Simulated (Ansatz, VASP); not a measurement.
## C: VASP beside Ansatz

File INCAR:

```
SYSTEM = C
  PREC = Accurate
  ENCUT = 520
  EDIFF = 1E-6
  ISMEAR = 0
  SIGMA = 0.02
  LREAL = .False.
  LASPH = .True.
  NELM = 80
  ALGO = Normal
  ISIF = 2
  LWAVE = .False.
  LCHARG = .True.
  GGA = PE
  LELF = .True.
  LVHAR = .True.
  NBANDS = 11
```

The input KPOINTS:

```
Automatic mesh
0
Gamma
  12 12 12
  0 0 0
```

POSCAR

```
C
1.0
    0.0000000000      1.7304720767      1.7304720767
    1.7304720767      0.0000000000      1.7304720767
    1.7304720767      1.7304720767      0.0000000000
C
2
Direct
    0.0000000000      0.0000000000      0.0000000000
    0.2500000000      0.2500000000      0.2500000000
```

Input for Ansatz:

```yaml
crystal:
  lattice:
    - [0.0, 1.7304720767, 1.7304720767]
    - [1.7304720767, 0.0, 1.7304720767]
    - [1.7304720767, 1.7304720767, 0.0]
  atoms:
    - { symbol: C, position: [0.0, 0.0, 0.0] }
    - { symbol: C, position: [0.25, 0.25, 0.25] }
basis:
  ecutwfc: 420
kpoints:
  mp_grid: { grid: [12, 12, 12] }
hamiltonian:
  xc: pbe
scf:
  occupations: { method: gaussian, width: 0.02 }
output:
  forces: true
  stress: true
  eigenvalues: true
```

Alike in both runs: task single point; functional PBE; k mesh 12 × 12 × 12; occupations gaussian, width 0.02 eV; no spin polarisation.

|  | VASP | Ansatz |
| --- | --- | --- |
| version | VASP 6.6.1 | Ansatz 0.2.0 |
| potentials or method | VASP PAW PBE potentials, release 64 (C) | scalar-relativistic, plane waves, PAW |
| plane-wave cutoff (eV) | 520 | 420 |
| valence electrons in the cell | 8 | 8 |

```tsv
	VASP	Ansatz	Ansatz less VASP
gap on the k mesh at the Fermi level (eV)	4.36	4.37	+0.010
least direct gap on the mesh (eV)	5.84	5.85	+0.007
```
